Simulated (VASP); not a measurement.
Runs of VASP 6.6.1 on CuO. The structure is hexagonal, space group P-6m2 (No. 187). Conventional cell: a = 2.836 Å, b = 2.836 Å, c = 2.768 Å, α = 90.00°, β = 90.00°, γ = 120.00°. Cu (site symmetry -6m2) has 6 O at 2.14 Å as nearest neighbours. Around O (site symmetry -6m2) lie 6 Cu at 2.14 Å. Measurements of this composition are mostly on another form, of space group No. 15.

```csv
task,level,cell,k mesh,cutoff (eV),optimiser,gap on the mesh (eV),pressure (GPa),relaxed volume (Å³/atom)
relaxation of the atoms,r2SCAN,"atoms relaxed from: atoms moved at random, drawn with an rms of 0.02 Å",8 × 8 × 7,520,vasp,none,-1.2,-
relaxation of cell and atoms,r2SCAN+rVV10,relaxed,11 × 11 × 10,600,-,none,0.0,9.23
relaxation of cell and atoms,revTPSS,relaxed,11 × 11 × 10,600,-,none,0.2,9.36
relaxation of cell and atoms,r2SCAN,relaxed,11 × 11 × 10,600,-,none,0.0,(a)
```

Alike in all rows: potentials or basis VASP PAW PBE potentials, release 64 (Cu, O); no spin polarisation; smearing gaussian 0.05 eV.

**Question.** Estimate the missing entries.

**Answer.** (a) 9.32.

Caveats: the PAW data sets were made with another functional, which shifts forces and pressure a little; an odd number of electrons without spin polarisation forces a metal; a magnetic or distorted state may lie lower; the run has no spin polarisation, though such a crystal can be magnetic; semilocal functionals often make such compounds metallic where correlation or magnetic order opens a gap, which also shifts bond lengths.

A gap of «none» marks a metal or a gap under the smearing width.
